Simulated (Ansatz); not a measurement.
# Pressure against volume: EuS

```
Eu S
1.0
     0.00000    2.97850    2.97850
     2.97850    0.00000    2.97850
     2.97850    2.97850    0.00000
Eu S
1 1
Direct
  0.00000 0.00000 0.00000
  0.50000 0.50000 0.50000
```

The cell is COD entry 1010394, as deposited and not checked against the literature; nothing was relaxed. It is an old determination, and later ones may differ.

Semilocal functionals without a Hubbard term describe localised f shells poorly; where the shell is localised, the real material differs.

The magnetic state is the one reached from the start moments; no search over orders was made, so it needn't be the ground state.

Spin–orbit coupling is left out, though it moves levels of the heavy atoms by tenths of an eV or more.

Levels of theory: DFT, PBE, all-electron LAPW, scalar-relativistic (Ansatz 0.2.0); DFT, PBE, PAW with Ansatz's default frozen-core files, scalar-relativistic (Ansatz 0.2.0).

For LAPW: a Γ-centred 10×10×10 k mesh, Fermi–Dirac smearing of 0.05 eV, basis error target 0.25 meV/atom, spin-polarised from start moments Eu1 7 μB. PAW takes a cutoff of 420 eV at this cell. The Ansatz runs share mesh, smearing and spin set-up. Plane-wave (PAW) pressures include the program's estimate of the Pulay term.

The cell above is scaled evenly, with fractional coordinates and shape held.

```csv
V/V(cell),V (Å³/atom),"P, LAPW (GPa)","P, PAW (GPa)","moment, LAPW (μB)","free energy over the lowest listed, PAW (meV/atom)"
0.9405,24.851,0.48,0.36,6.96,0.0
0.9800,25.895,-1.53,-1.64,6.98,4.4
1.0000,26.424,-2.39,-2.49,6.99,11.2
1.0200,26.952,-3.16,-3.26,6.99,20.7
1.0600,28.009,?,?,?,?
```

(1) Fill in the row V/V(cell) = 1.0600.

(2) What do Birch–Murnaghan fits to the pressures give?

Results:

(1) P, LAPW (GPa) = -4.47, P, PAW (GPa) = -4.56, moment, LAPW (μB) = 7.00, free energy over the lowest listed, PAW (meV/atom) = 46.7.

(2) LAPW: V0 = 25.08 Å³/atom, B0 = 51 GPa, B0′ = 4.3; PAW: V0 = 25.02 Å³/atom, B0 = 51 GPa, B0′ = 4.3.
